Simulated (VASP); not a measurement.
# Ru (P6_3/mmc) in VASP: settings compared

Aim: see how the results for Ru move with the level of theory and the settings. Levels: LDA, PBEsol. Tasks: relaxation of shape and atoms at fixed volume, relaxation of cell and atoms.

All numbers are computed with VASP 6.6.1; they aren't measurements. Logs are shortened: lines on timing, memory, paths and dates and some standing lists are left out, and cuts for length are marked.

### Step 1. Starting point

The structure is hexagonal, space group P6_3/mmc (No. 194). Conventional cell: a = 2.706 Å, b = 2.706 Å, c = 4.282 Å, α = 90.00°, β = 90.00°, γ = 120.00°. Ru (site symmetry -6m2) is surrounded by 12 Ru at 2.65 to 2.71 Å.

### Step 2. Relaxation of shape and atoms at fixed volume, LDA (a relaxed cell with its volume scaled by 1.04)

File INCAR:

```
ALGO = Normal
EDIFF = 1E-7
EDIFFG = -0.01
ENCUT = 600
GGA = CA
IBRION = 2
ISIF = 4
ISMEAR = 1
LASPH = True
LCHARG = False
LREAL = False
LWAVE = False
NELM = 80
NSW = 40
PREC = Accurate
SIGMA = 0.1
```

File KPOINTS:

```
k-points
0
Gamma
  15 15 9
```

File POSCAR:

```
Ru                                      
1.0
    2.7097336785      0.0000000000      0.0000000000
   -1.3548668393      2.3466982031     -0.0000000000
   -0.0000000000      0.0000000000      4.2908214596
  Ru            
     2
Direct
     0.3333333332999970    0.6666666667000030    0.2500000000000000
     0.6666666667000030    0.3333333332999970    0.7500000000000000
```

Potentials or basis: VASP PAW LDA potentials, release 64 (Ru_pv).

On the command line:

```
$ cat potpaw_LDA.64/Ru_pv/POTCAR > POTCAR
$ mpirun -np 1 vasp_std > vasp.out
```

OUTCAR:

```text
EDIFF = 1E-7
   EDIFFG = -0.01
   ENCUT = 600
   GGA = CA
   IBRION = 2
   ISIF = 4
   ISMEAR = 1
   LASPH = True
   LREAL = False
   NELM = 80
   NSW = 40
   PREC = Accurate

 ion  position               nearest neighbor table
   1  0.333  0.667  0.250-   2 2.66   2 2.66   2 2.66   2 2.66   2 2.66   2 2.66
   2  0.667  0.333  0.750-   1 2.66   1 2.66   1 2.66   1 2.66   1 2.66   1 2.66

  LATTYP: Found a hexagonal cell.
 ALAT       =     2.7097336785
 C/A-ratio  =     1.5834845666

  Lattice vectors:

 A1 = (   2.7097336785,   0.0000000000,   0.0000000000)
 A2 = (  -1.3548668393,   2.3466982031,   0.0000000000)
 A3 = (   0.0000000000,   0.0000000000,   4.2908214596)

Analysis of symmetry for initial positions (statically):
=====================================================================
 Subroutine PRICEL returns:
 Original cell was already a primitive cell.

 Routine SETGRP: Setting up the symmetry group for a
 hexagonal supercell.

 Subroutine GETGRP returns: Found 24 space group operations
 (whereof 12 operations were pure point group operations)
 out of a pool of 24 trial point group operations.

The static configuration has the point symmetry D_3d.
 The point group associated with its full space group is D_6h.

Analysis of symmetry for dynamics (positions and initial velocities):
=====================================================================
 Subroutine PRICEL returns:
 Original cell was already a primitive cell.

 Routine SETGRP: Setting up the symmetry group for a
 hexagonal supercell.

 Subroutine GETGRP returns: Found 24 space group operations
 (whereof 12 operations were pure point group operations)
 out of a pool of 24 trial point group operations.

The dynamic configuration has the point symmetry D_3d.
 The point group associated with its full space group is D_6h.

 Subroutine INISYM returns: Found 24 space group operations
 (whereof 12 operations are pure point group operations),
 and found     1 'primitive' translations

----------------------------------------------------------------------------------------

                                     Primitive cell

  volume of cell :      27.2850

  direct lattice vectors                    reciprocal lattice vectors
     2.709733679  0.000000000  0.000000000     0.369039957  0.213065318  0.000000000
    -1.354866839  2.346698203  0.000000000     0.000000000  0.426130637  0.000000000
     0.000000000  0.000000000  4.290821460     0.000000000  0.000000000  0.233055607

  length of vectors
     2.709733679  2.709733679  4.290821460     0.426130637  0.426130637  0.233055607

  position of ions in fractional coordinates (direct lattice)
     0.333333333  0.666666667  0.250000000
     0.666666667  0.333333333  0.750000000

  ion indices of the primitive-cell ions
   primitive index   ion index
                 1           1
                 2           2

----------------------------------------------------------------------------------------

 KPOINTS: k-points

Automatic generation of k-mesh.
 Grid dimensions read from file:
 generate k-points for:   15   15    9

 Generating k-lattice:

  Cartesian coordinates                     Fractional coordinates (reciprocal lattice)
     0.024602664  0.014204355  0.000000000     0.066666667  0.000000000  0.000000000
     0.000000000  0.028408709  0.000000000     0.000000000  0.066666667  0.000000000
     0.000000000  0.000000000  0.025895067     0.000000000  0.000000000  0.111111111

  Length of vectors
     0.028408709  0.028408709  0.025895067

  Shift w.r.t. Gamma in fractional coordinates (k-lattice)
     0.000000000  0.000000000  0.000000000

 Subroutine IBZKPT returns following result:
 ===========================================

 Found    135 irreducible k-points:

 Following reciprocal coordinates:
            Coordinates               Weight
  0.000000  0.000000  0.000000      1.000000
  0.066667  0.000000  0.000000      6.000000
  0.133333 -0.000000  0.000000      6.000000
  0.200000 -0.000000  0.000000      6.000000
  0.266667 -0.000000  0.000000      6.000000
  0.333333 -0.000000  0.000000      6.000000
[... 16 lines left out ...]
  0.333333  0.200000  0.000000     12.000000
  0.400000  0.200000  0.000000      6.000000
 [... further k-points ...]
   k-points           NKPTS =    135   k-points in BZ     NKDIM =    135   number of bands    NBANDS=     18
   number of dos      NEDOS =    301   number of ions     NIONS =      2
   total plane-waves  NPLWV =  20736
   dimension x,y,z NGX =    24 NGY =   24 NGZ =   36
   dimension x,y,z NGXF=    48 NGYF=   48 NGZF=   72
   ions per type =               2
   NGX,Y,Z   is equivalent  to a cutoff of  14.72, 14.72, 13.95 a.u.
   NGXF,Y,Z  is equivalent  to a cutoff of  29.45, 29.45, 27.90 a.u.
 SYSTEM =  unknown system
   PREC   = accura    normal or accurate (medium, high low for compatibility)
   ISTART =      0    job   : 0-new  1-cont  2-samecut
   ICHARG =      2    charge: 1-file 2-atom 10-const
   ISPIN  =      1    spin polarized calculation?
   LNONCOLLINEAR =      F non collinear calculations
   LSORBIT =      F    spin-orbit coupling
   LASPH  =      T    aspherical Exc in radial PAW
   ENCUT  =  600.0 eV  44.10 Ry    6.64 a.u.   5.41  5.41  8.57*2*pi/ulx,y,z
   NELM   =     80;   NELMIN=  2; NELMDL= -5     # of ELM steps
   EDIFF  = 0.1E-06   stopping-criterion for ELM
   LREAL  =      F    real-space projection
   EDIFFG = -.1E-01   stopping-criterion for IOM
   NSW    =     40    number of steps for IOM
   IBRION =      2    ionic relax: 0-MD 1-quasi-New 2-CG
   NFREE  =      1    steps in history (QN), initial steepest desc. (CG)
   ISIF   =      4    stress and relaxation
   ISYM   =      2    0-nonsym 1-usesym 2-fastsym
   POTIM  = 0.5000    time-step for ionic-motion
   TEBEG  =    0.0;   TEEND  =   0.0 temperature during run
   PSTRESS=    0.0 pullay stress
   NELECT =      28.0000    total number of electrons
   NUPDOWN=      -1.0000    fix difference up-down
   EMIN   =  10.00;   EMAX   =-10.00  energy-range for DOS
   EFERMI =   0.00;   METHOD = LEGACY
   ISMEAR =     1;   SIGMA  =   0.10  broadening in eV -4-tet -1-fermi 0-gaus
   EFERMI_NEDOS =   21; number of points for ismear=-14 and -15
   IALGO  =     38    algorithm
   IMIX   =      4    mixing-type and parameters
     AMIX     =   0.40;   BMIX     =  1.00
     AMIX_MAG =   1.60;   BMIX_MAG =  1.00
  volume/ion in A,a.u.               =      13.64        92.06
  Fermi-wavevector in a.u.,A,eV,Ry     =   1.651275  3.120457 37.099131  2.726709
  Thomas-Fermi vector in A             =   2.740082
   LORBIT       =      0    0 simple, 1 ext, 2 COOP (PROOUT), +10 PAW based schemes
   GGA     = CA    functional components
   LHFCALC =     F    Hartree Fock is set to
   AEXX    =    0.0000 exact exchange contribution
   IVDW    =     0    specifies the selected vdW correction
   LEPSILON=     F    determine dielectric tensor
   LRPA    =     F    only Hartree local field effects (RPA)
 conjugate gradient relaxation of ions
 non-spin polarized calculation
 Methfessel and Paxton  Order N= 1 SIGMA  =   0.10
  energy-cutoff  :      600.00
  volume of cell :       27.29
 maximum number of plane-waves:       936
 NGX is ok and might be reduce to    24
   NGX = 11   NGY = 11   NGZ = 17

--------------------------------------- Ionic step        1  -------------------------------------------

 number of electron      28.0000003 magnetization

 Free energy of the ion-electron system (eV)
  ---------------------------------------------------
  ext. energy  EPLUGINS =         0.00000000
  ---------------------------------------------------
  free energy    TOTEN  =       -21.35133463 eV

  energy without entropy =      -21.35001107  energy(sigma->0) =      -21.35089344

------------------------ aborting loop because EDIFF is reached ----------------------------------------

  FORCE on cell =-STRESS in cart. coord.  units (eV):
  Direction    XX          YY          ZZ          XY          YZ          ZX
  --------------------------------------------------------------------------------------
  -------------------------------------------------------------------------------------
  Total       -2.1950551     -2.1950551     -2.3454134      0.0000000      0.0000000      0.0000000
  in kB     -128.8937059   -128.8937059   -137.7227486      0.0000000      0.0000000      0.0000000
  external PRESSURE =    -131.8367201 kB  Pullay stress =       0.0000000 kB
[... 57 lines left out ...]
  energy  without entropy=      -21.3498437248  energy(sigma->0) =      -21.35087298

--------------------------------------- Ionic step        3  -------------------------------------------

 number of electron      28.0000003 magnetization

 Free energy of the ion-electron system (eV)
  ---------------------------------------------------
  ext. energy  EPLUGINS =         0.00000000
  ---------------------------------------------------
  free energy    TOTEN  =       -21.35143912 eV

  energy without entropy =      -21.34997636  energy(sigma->0) =      -21.35095153

 E-fermi :  12.5817     XC(G=0): -14.3522

 val. band max:       12.5795893477   @ k =   0.2667   0.2000   0.2222
 cond. band min:      12.6106180119   @ k =   0.4667   0.0667   0.3333
 fundamental gap:      0.0310286642
 Fermi energy:        12.5816789351

 k-point     1 :       0.0000    0.0000    0.0000
  band No.  band energies     occupation
      1     -30.8414      2.00000
      2     -29.9110      2.00000
      3     -29.9110      2.00000
      4     -29.7393      2.00000
      5     -29.7393      2.00000
      6     -29.6933      2.00000
[... 10 lines left out ...]
     17      13.7878     -0.00000
     18      13.9085     -0.00000
[... 466 lines left out ...]
      2     -30.3911      2.00000
      3     -30.2812      2.00000
      4     -30.2725      2.00000
      5     -30.0498      2.00000
      6     -30.0259      2.00000
[... 10 lines left out ...]
     17      17.9121      0.00000
     18      19.3228      0.00000

 [... further k-points ...]
[... 5 lines left out ...]
  --------------------------------------------------------------------------------------
  -------------------------------------------------------------------------------------
  Total       -2.2302615     -2.2302615     -2.2398120      0.0000000      0.0000000     -0.0000000
  in kB     -130.9610308   -130.9610308   -131.5218338      0.0000000      0.0000000     -0.0000000
  external PRESSURE =    -131.1479652 kB  Pullay stress =       0.0000000 kB
[... 17 lines left out ...]
  FREE ENERGIE OF THE ION-ELECTRON SYSTEM (eV)
  ---------------------------------------------------
  free  energy   TOTEN  =       -21.3514391199 eV

  energy  without entropy=      -21.3499763581  energy(sigma->0) =      -21.35095153

 reached required accuracy - stopping structural energy minimisation
```

Wall time 75 s (1 thread of Intel Xeon Platinum 8488C (Sapphire Rapids), shared host); peak memory 0.18 GiB.

What came out:

```
Free energy               : -21.3514 eV
Energy gained by relaxing : 0.1 meV/atom
Ionic steps               : 3
Pressure after relaxing   : -13.1 GPa
Band gap on the k mesh    : none (metal or under the smearing width)
```

Step by step:
| step | energy change (eV) | largest force (eV/Å) | pressure (GPa) |
| --- | --- | --- | --- |
| 1 | 0.0000 | 0.0000 | -13.18 |
| 2 | -0.0001 | 0.0000 | -13.10 |
| 3 | -0.0001 | 0.0000 | -13.11 |

Final structure:
```
Ru
1.0
     2.71165    0.00000    0.00000
    -1.35582    2.34836    0.00000
     0.00000    0.00000    4.28477
Ru
2
Direct
  0.33333 0.66667 0.25000
  0.66667 0.33333 0.75000
```

Levels at points of the mesh, in eV from the Fermi level:
```
           k point  band 12  band 13  band 14  band 15  band 16  band 17
(0.00, 0.00, 0.00)    -1.89    -1.89    -1.38    -1.38     1.21     1.21
```

### Step 3. Relaxation of shape and atoms at fixed volume, LDA (a relaxed cell with its volume scaled by 1.06)

INCAR is that of step 2.

KPOINTS is that of step 2.

File POSCAR:

```
Ru                                      
1.0
    2.7269935940      0.0000000000      0.0000000000
   -1.3634967971      2.3616457284     -0.0000000000
   -0.0000000000      0.0000000000      4.3181522695
  Ru            
     2
Direct
     0.3333333332999970    0.6666666667000030    0.2500000000000000
     0.6666666667000030    0.3333333332999970    0.7500000000000000
```

Potentials or basis: VASP PAW LDA potentials, release 64 (Ru_pv).

On the command line:

```
$ cat potpaw_LDA.64/Ru_pv/POTCAR > POTCAR
$ mpirun -np 1 vasp_std > vasp.out
```

Run time: 83 s. Hardware: 1 thread of Intel Xeon Platinum 8488C (Sapphire Rapids), shared host; peak memory 0.19 GiB.

Results (log left out):

```yaml
Free_energy: -21.2999 eV
Energy_gained_by_relaxing: 0.1 meV/atom
Ionic_steps: 3
Pressure_after_relaxing: -18.6 GPa
Band_gap_on_the_k_mesh: none (metal or under the smearing width)
```

The path:
```tsv
step	energy change (eV)	largest force (eV/Å)	pressure (GPa)
1	0.0000	0.0000	-18.64
2	-0.0001	0.0000	-18.57
3	-0.0002	0.0000	-18.60
```

Final structure:
```
CELL_PARAMETERS angstrom
2.72988 0.00000 0.00000
-1.36494 2.36415 0.00000
0.00000 0.00000 4.30901
ATOMIC_POSITIONS crystal
Ru 0.33333 0.66667 0.25000
Ru 0.66667 0.33333 0.75000
```

Levels at points of the mesh, in eV from the Fermi level:
```tsv
k point	band 11	band 12	band 13	band 14	band 15	band 16	band 17	band 18
(0.00, 0.00, 0.00)	-2.31	-1.84	-1.84	-1.35	-1.35	1.17	1.17	1.32
```

### Step 4. Relaxation of cell and atoms, PBEsol

File INCAR:

```
ALGO = Normal
EDIFF = 1E-6
EDIFFG = -0.01
ENCUT = 600
GGA = PS
IBRION = 2
ISIF = 3
ISMEAR = 1
LASPH = T
LCHARG = F
LREAL = F
LWAVE = F
NELM = 80
NSW = 90
PREC = Accurate
SIGMA = 0.1
```

KPOINTS is that of step 3.

File POSCAR:

```
Ru
1.0
    2.7058000000      0.0000000000      0.0000000000
   -1.3529000000      2.3432915376      0.0000000000
    0.0000000000      0.0000000000      4.2819000000
Ru
2
Direct
    0.3333333333      0.6666666667      0.2500000000
    0.6666666667      0.3333333333      0.7500000000
```

Potentials or basis: VASP PAW PBE potentials, release 64 (Ru_pv).

On the command line:

```
$ cat potpaw_PBE.64/Ru_pv/POTCAR > POTCAR
$ mpirun -np 1 vasp_std > vasp.out
```

Wall time 84 s (1 thread of Intel Xeon 6975P-C (Granite Rapids), shared host); peak memory 0.21 GiB.

It converged, with:

```yaml
Free_energy: -20.3477 eV
Relaxed_volume: 13.32 Å³/atom
Relaxed_cell: a = 2.688 Å, b = 2.688 Å, c = 4.255 Å, α = 90.00°, β = 90.00°, γ = 120.00°
Space_group_after_relaxing_to_0.05_Å: P6_3/mmc (No. 194)
Energy_gained_by_relaxing: 5.4 meV/atom
Ionic_steps: 7
Pressure_after_relaxing: 0.0 GPa
Band_gap_on_the_k_mesh: none (metal or under the smearing width)
```

Stress tensor (GPa, compression positive):
```
-0.08  0.00  0.00
 0.00 -0.08  0.00
 0.00  0.00  0.03
```

The path:
```
step  energy change (eV)  largest force (eV/Å)  pressure (GPa)  volume (Å³)
   1              0.0000                0.0000           -6.50        27.15
   2              0.1056                0.0000           25.00        25.04
   3             -0.0108                0.0000           -0.16        26.64
   4             -0.0108                0.0000           -0.02        26.63
   5             -0.0108                0.0000            0.12        26.62
   6             -0.0108                0.0000           -0.38        26.65
   7             -0.0108                0.0000           -0.04        26.63
```

Final structure:
```cif
data_structure
_symmetry_space_group_name_H-M 'P 1'
_symmetry_Int_Tables_number 1
_cell_length_a 2.6883
_cell_length_b 2.6883
_cell_length_c 4.2553
_cell_angle_alpha 90.000
_cell_angle_beta 90.000
_cell_angle_gamma 120.000
_cell_volume 26.63
loop_
_atom_site_label
_atom_site_type_symbol
_atom_site_fract_x
_atom_site_fract_y
_atom_site_fract_z
_atom_site_occupancy
Ru1 Ru 0.33333 0.66667 0.25000 1
Ru2 Ru 0.66667 0.33333 0.75000 1
```

Levels at points of the mesh, in eV from the Fermi level:
```
           k point  band 11  band 12  band 13  band 14  band 15  band 16  band 17  band 18
(0.00, 0.00, 0.00)    -2.48    -1.96    -1.96    -1.41    -1.41     1.25     1.25     1.28
```

Caveat: the PAW data sets were made with another functional, which shifts forces and pressure a little.

### Step 5. Overview

| task | level | potentials or basis | cell | gap on the mesh (eV) | pressure (GPa) |
| --- | --- | --- | --- | --- | --- |
| relaxation of shape and atoms at fixed volume | LDA | VASP PAW LDA potentials, release 64 (Ru_pv) | atoms relaxed at fixed volume from: a relaxed cell with its volume scaled by 1.04 | none | -13.1 |
| relaxation of shape and atoms at fixed volume | LDA | VASP PAW LDA potentials, release 64 (Ru_pv) | atoms relaxed at fixed volume from: a relaxed cell with its volume scaled by 1.06 | none | -18.6 |
| relaxation of cell and atoms | PBEsol | VASP PAW PBE potentials, release 64 (Ru_pv) | relaxed | none | 0.0 |

Alike in all rows: no spin polarisation; k mesh 15 × 15 × 9; cutoff (eV) 600; smearing methfessel-paxton 0.1 eV.

Caveats: the PAW data sets were made with another functional, which shifts forces and pressure a little (some runs).

Absolute energies hang on the potentials; compare differences alone.
